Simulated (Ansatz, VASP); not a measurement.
# One calculation of Pt, two programs

```
Pt
1.0
     0.00000    2.73141    2.73141
     2.73141    0.00000    2.73141
     2.73141    2.73141    0.00000
Pt
2
Direct
  0.12500 0.12500 0.12500
  0.87500 0.87500 0.87500
```

The cell was built by a generator and needn't be a form met in nature.

Alike in both runs: task relaxation of cell and atoms; functional RPBE; k mesh 10 × 10 × 10; occupations fermi-dirac, width 0.1 eV; no spin polarisation.

|  | VASP | Ansatz |
| --- | --- | --- |
| version | VASP 6.6.1 | Ansatz 0.2.0 |
| potentials or method | VASP PAW PBE potentials, release 64 (Pt) | plane waves (420 eV) with PAW, scalar-relativistic |
| plane-wave cutoff (eV) | 600 | 420 |
| valence electrons in the cell | 20 | 36 |

Ansatz gave:

- relaxed volume (Å³/atom): 24.76
- relaxed cell length with the largest relative difference (Å): 4.122
- energy change over the relaxation (meV/atom): -375

Q: What did VASP give for the same quantities?

A: Relaxed volume (Å³/atom): 24.68; relaxed cell length with the largest relative difference (Å): 4.117; energy change over the relaxation (meV/atom): -358.

The two sets of potentials don't hold the same shells in valence.

Caveats: the volume moved by over 15 % at a fixed basis, so the end points are rough (VASP); the PAW data sets were made with another functional, which shifts forces and pressure a little (VASP). Spin-orbit coupling is left out, which matters for the levels of Pt.
